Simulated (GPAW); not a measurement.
# CdSe: band structure with M06-L

The system is CdSe.

```
Cd Se
1.0
     0.00000    3.07027    3.07027
     3.07027    0.00000    3.07027
     3.07027    3.07027    0.00000
Cd Se
1 1
Direct
  0.00000 0.00000 0.00000
  0.25000 0.25000 0.25000
```

Measurements of this composition are mostly on another form, of space group No. 186.

- Program: GPAW 26.7.0
- Task: band structure
- Functional: M06-L
- Potentials or basis: GPAW PAW data sets (gpaw-data 1.2.1)
- Cutoff: 600 eV
- Basis: pw
- k mesh: 6 × 6 × 6
- Occupations: fermi-dirac, width 0.05 eV
- Spin: spin-orbit coupling, no magnetisation
- Maxiter: 150
- Band path: GXWKGLUWLK,UX
- Band points: 60
- spin axis theta (degrees): 54.7
- spin axis phi (degrees): 45
- Soc after scf: second variation without the xc potential

```json
{
  "Pressure": "1.5 GPa",
  "Band gap on the k mesh": "0.68 eV, direct",
  "Band gap along the path": "0.68 eV, direct"
}
```

Levels at the corners of the path, in eV from the valence-band top:
```
point  band 14  band 15  band 16  band 17  band 18  band 19  band 20  band 21  band 22  band 23
    Γ    -0.37     0.00     0.00     0.00     0.00     0.68     0.68     6.03     6.03     6.45
    X    -4.04    -1.97    -1.97    -1.83    -1.83     2.90     2.90     3.89     3.89     8.70
    W    -3.85    -2.43    -2.26    -2.25    -2.23     4.80     4.81     5.31     5.46     6.64
    K    -3.90    -2.65    -2.56    -1.57    -1.57     3.65     3.66     5.12     5.22     7.77
    Γ    -0.37     0.00     0.00     0.00     0.00     0.68     0.68     6.03     6.03     6.45
    L    -4.37    -0.96    -0.96    -0.72    -0.72     2.60     2.60     6.63     6.63     6.69
    U    -3.90    -2.65    -2.56    -1.57    -1.57     3.65     3.66     5.12     5.22     7.77
    W    -3.85    -2.43    -2.26    -2.25    -2.23     4.80     4.81     5.31     5.46     6.64
    L    -4.37    -0.96    -0.96    -0.72    -0.72     2.60     2.60     6.63     6.63     6.69
    K    -3.90    -2.65    -2.56    -1.57    -1.57     3.65     3.66     5.12     5.22     7.77
    U    -3.90    -2.65    -2.56    -1.57    -1.57     3.65     3.66     5.12     5.22     7.77
    X    -4.04    -1.97    -1.97    -1.83    -1.83     2.90     2.90     3.89     3.89     8.70
```

It took 47 s on 1 thread of AMD EPYC 9R45 96-Core Processor (Zen 5), with other jobs on the host, peak memory 0.41 GiB.

Caveat: spin-orbit coupling was added after a scalar SCF, so levels and gaps hold it while energy, forces, pressure and moments don't; this program's spin-orbit splittings come out too wide for heavy elements; the PAW data sets were made with another functional, which shifts forces and pressure a little.
